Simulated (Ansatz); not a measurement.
A plane-wave DFT run in Ansatz 0.2.0 (scalar-relativistic PAW potentials unless the input names others): input and command.

```yaml
crystal:
  lattice:
    - [3.1461313781, 0.0, 0.0]
    - [-1.5730656891, 2.7246296971, 0.0]
    - [0.0, 0.0, 12.6917314098]
  atoms:
    - { symbol: W, position: [0.3333333333, 0.6666666667, 0.25] }
    - { symbol: W, position: [0.6666666667, 0.3333333333, 0.75] }
    - { symbol: S, position: [0.3619398946, 0.6666666667, 0.626489117] }
    - { symbol: S, position: [0.6952732279, 0.3333333333, 0.126489117] }
    - { symbol: S, position: [0.3047267721, 0.6666666667, 0.873510883] }
    - { symbol: S, position: [0.6380601054, 0.3333333333, 0.373510883] }
basis:
  ecutwfc: 420
kpoints:
  mp_grid: { grid: [12, 12, 2] }
hamiltonian:
  xc: pbe96
scf:
  occupations: { method: gaussian, width: 0.05 }
  max_iter: 50
output:
  forces: true
  eigenvalues: true
  stress: true
```

```bash
ansatz run input.yaml --threads 2 --pin off --max-ram 5120MiB --backend cpu --events-out ev --progress --plain --runs-dir out
```

**Question.** What will the program do with this input?

**Answer.** The program refuses it, because of an unknown functional (hamiltonian.xc: "pbesol" → "pbe96"). With the sound run's settings it is accepted.

Abridged log:
```
Error: YAML parse error: error: line 18 column 7: hamiltonian.xc: unknown variant `pbe96`, expected one of `lda`, `lda-pw`, `pw92`, `pbe`, `pbesol`, `rpbe`, `revpbe`, `blyp`, `pbe0`, `revpbe0`, `b3lyp`, `b3lyp5`, `hse06`, `wpbeh`, `hiss`, `lc_wpbe`, `cam_b3lyp`, `hf`, `r2scan`, `r2scanh`, `r2scan0`, `r2scan50`, `mr2scan`
  --> <input>:18:7
   |
16 |   mp_grid: { grid: [12, 12, 2] }
17 | hamiltonian:
18 |   xc: pbe96
   |       ^ hamiltonian.xc: unknown variant `pbe96`, expected one of `lda`, `lda-pw`, `pw92`, `pbe`, `pbesol`, `rpbe`, `revpbe`, `blyp`, `pbe0`, `revpbe0`, `b3lyp`, `b3lyp5`, `hse06`, `wpbeh`, `hiss`, `lc_wpbe`, `cam_b3lyp`, `hf`, `r2scan`, `r2scanh`, `r2scan0`, `r2scan50`, `mr2scan`
19 | scf:
20 |   occupations: { method: gaussian, width: 0.05 }
   |
```